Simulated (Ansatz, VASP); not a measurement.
# One calculation of CdSe, two programs

File INCAR:

```
PREC = Accurate
ENCUT = 600
EDIFF = 1E-6
ISMEAR = -1
SIGMA = 0.1
LREAL = False
LASPH = True
NELM = 80
ALGO = Normal
ISIF = 3
LWAVE = False
LCHARG = False
GGA = PE
IBRION = 2
NSW = 80
EDIFFG = -0.01
```

Contents of KPOINTS:

```
regular mesh
0
Gamma
  6 6 6
```

Contents of POSCAR:

```
CdSe
1.0
    0.0000000000      3.0702712000      3.0702712000
    3.0702712000      0.0000000000      3.0702712000
    3.0702712000      3.0702712000      0.0000000000
Cd Se
1 1
Direct
    0.0000000000      0.0000000000      0.0000000000
    0.7500000000      0.7500000000      0.7500000000
```

Input for Ansatz:

```yaml
crystal:
  lattice:
    - [0.0, 3.0702712, 3.0702712]
    - [3.0702712, 0.0, 3.0702712]
    - [3.0702712, 3.0702712, 0.0]
  atoms:
    - { symbol: Cd, position: [0.0, 0.0, 0.0] }
    - { symbol: Se, position: [0.75, 0.75, 0.75] }
kpoints:
  mp_grid:
    grid: [6, 6, 6]
hamiltonian:
  xc: pbe
scf:
  occupations:
    method: fermi_dirac
relax:
  cell:
    p_target: 0.0
```

Measurements of this composition are mostly on another form, of space group No. 186.

Alike in both runs: task relaxation of cell and atoms; functional PBE; k mesh 6 × 6 × 6; no spin polarisation.

```csv
,VASP,Ansatz
version,VASP 6.6.1,Ansatz 0.2.0
potentials or method,"VASP PAW PBE potentials, release 64 (Cd, Se)","plane waves, PAW"
plane-wave cutoff (eV),600,420
occupations,"fermi-dirac, width 0.1 eV",fermi-dirac
valence electrons in the cell,18,36
```

VASP gave:

```
relaxed volume (Å³/atom)                                     : 29.88
relaxed cell length with the largest relative difference (Å) : 4.389
energy change over the relaxation (meV/atom)                 : -4
```

Task: Which values does Ansatz return?

Result: Relaxed volume (Å³/atom): 29.76; relaxed cell length with the largest relative difference (Å): 4.382; energy change over the relaxation (meV/atom): -3.

The two sets of potentials don't hold the same shells in valence.
